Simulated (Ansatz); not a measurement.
# SrCl2: the cost of one run

Method: DFT r2SCAN, scalar-relativistic, plane waves, PAW, in Ansatz 0.2.0.

1 further run of the same task is left out (set aside as unsound or not needed).

## (1) The starting structure

It takes space group Fm-3m (No. 225, cubic). The conventional cell has a = 6.995 Å, b = 6.995 Å, c = 6.995 Å, α = 90.00°, β = 90.00°, γ = 90.00°. Around Sr (site symmetry m-3m) lie 8 Cl at 3.03 Å. Around Cl (site symmetry -43m) lie 4 Sr at 3.03 Å.

As a file:

```
CELL_PARAMETERS angstrom
0.00000 3.49758 3.49758
3.49758 0.00000 3.49758
3.49758 3.49758 0.00000
ATOMIC_POSITIONS crystal
Sr 0.00000 0.00000 0.00000
Cl 0.25000 0.25000 0.25000
Cl 0.75000 0.75000 0.75000
```

It is the result of an earlier relaxation at this level (volume 28.52 Å³/atom; gap on the mesh: 5.94 eV).

## (2) Target pressure -2 GPa

File input.yaml:

```yaml
crystal:
  lattice:
    - [0.0, 3.519951917, 3.519951917]
    - [3.519951917, 0.0, 3.519951917]
    - [3.519951917, 3.519951917, 0.0]
  atoms:
    - { symbol: Sr, position: [0.0, 0.0, 0.0] }
    - { symbol: Cl, position: [0.25, 0.25, 0.25] }
    - { symbol: Cl, position: [0.75, 0.75, 0.75] }
basis:
  ecutwfc: 500
kpoints:
  mp_grid: { grid: [6, 6, 6] }
hamiltonian:
  xc: r2scan
scf:
  occupations: { method: gaussian, width: 0.02 }
output:
  forces: true
  stress: true
  eigenvalues: true
relax:
  adjacent_minimum: "off"
  f_tol: 0.008
  max_steps: 50
  cell: { stress_tol: 0.08, p_target: -2.0 }
```

Launch:

```console
$ ansatz run input.yaml --threads 1 --pin off --max-ram 2560MiB --backend cpu --events-out ev --progress --plain --runs-dir out
```

What time and memory should one allow on 1 thread of Oxide Virtual Turin-like (Zen 5), shared host?

About 19 s, with a peak of 0.65 GiB.
